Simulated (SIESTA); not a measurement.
Runs of SIESTA 5.4.2 on HgSe. It takes space group F-43m (No. 216, cubic). The conventional cell has a = 6.078 Å, b = 6.078 Å, c = 6.078 Å, α = 90.00°, β = 90.00°, γ = 90.00°. Hg (site symmetry -43m) has 4 Se at 2.63 Å as nearest neighbours. Se (site symmetry -43m) is surrounded by 4 Hg at 2.63 Å. 

```csv
task,level,potentials or basis,gap on the mesh (eV),pressure (GPa),V0 of scaled cells (Å³/atom),B0 (GPa)
equation of state,LDA,"PseudoDojo 0.4 standard (LDA files), DZP (energy shift 0.003 Ry; two zetas on semicore shells)",-,-,(b),(a)
band structure,LDA,"PseudoDojo 0.4 standard (LDA files), DZP (energy shift 0.003 Ry; two zetas on semicore shells)",none,0.5,-,-
band structure,PBEsol,"PseudoDojo 0.4 standard (PBEsol files), DZP (energy shift 0.003 Ry; two zetas on semicore shells)",none,2.5,-,-
equation of state,PBEsol,"PseudoDojo 0.4 standard (PBEsol files), DZP (energy shift 0.003 Ry; two zetas on semicore shells)",-,-,29.24,53
single point,PBEsol,"PseudoDojo 0.4 standard (PBEsol files), DZP (energy shift 0.003 Ry; two zetas on semicore shells)",none,2.5,-,-
```

Alike in all rows: no spin polarisation; cell as given; k mesh 8 × 8 × 8; smearing fermi-dirac 0.05 eV; grid cutoff 800 Ry; energy shift 0.003 Ry.

Question: Fill in the values left out.

Answer: (a) 61; (b) 28.30.

Caveats: short orbitals over semicore shells can move pressures by several GPa; the valence orbitals were made in a potential fitted to the semicore shell under them, which widens gaps by tenths of an eV or more; the basis of atomic orbitals isn't converged, which shifts pressures, moduli and gaps; spin-orbit coupling is left out, which moves the levels of the heavy elements (some runs).

A k mesh can miss the band edges, and the runs leave out spin-orbit coupling on Hg, Se.

A gap of «none» marks a metal or a gap under the smearing width.
